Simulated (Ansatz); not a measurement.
**What isotropic strain +1.27 % does to GeO2**

The reference is GeO2 in the rutile structure (space group P4_2/mnm, No. 136; a = 4.488 Å, c = 2.905 Å).

Modification: every lattice vector is stretched by 1.27 %; the atoms relax in the strained cell.

Method: Ansatz (a program for electronic structure), PBE, PAW, cutoff 420 eV, no spin-orbit coupling. Γ-centred 8×8×11 mesh, Fermi–Dirac width 0.05 eV.

The volume per atom goes up by 0.38 Å³ to 10.13 Å³ and the space group is still P4_2/mnm (No. 136). The energy grows by 8.9 meV/atom and the pressure (mean of the normal stresses, compression positive) goes from zero to -7.28 GPa. The band gap shrinks by 0.44 eV (1.23 eV → 0.79 eV) and the gap character remains direct at Γ. The mean gap deformation potential ΔEg/Δln V amounts to -11.6 eV and the width of the top valence band decreases by 0.083 eV (1.79 eV → 1.70 eV). The electron mass changes from 0.19 mₑ along c, 0.22 mₑ across (at Γ) to 0.17 mₑ along c, 0.18 mₑ across (at Γ) and the hole mass becomes 2.0 mₑ along c, 1.2 mₑ across (at Γ) (base: 1.9 mₑ along c, 1.2 mₑ across (at Γ)). The valence-band top at Γ (three highest levels, from the VBM) changes from 0.00, -0.79, -0.79 eV to 0.00, -0.75, -0.75 eV.

Final structure:

```xyz
6
Lattice="4.5445 0.0000 0.0000 0.0000 4.5445 0.0000 0.0000 0.0000 2.9419" Properties=species:S:1:pos:R:3 pbc="T T T"
Ge     0.0000     0.0000     0.0000
Ge     2.2722     2.2722     1.4709
O      1.4023     1.4023     0.0000
O      3.6745     0.8700     1.4709
O      0.8700     3.6745     1.4709
O      3.1422     3.1422     0.0000
```

Masses are band curvatures over ±0.01 Å⁻¹ around the edge. Whether these cells are dynamically stable was not tested.
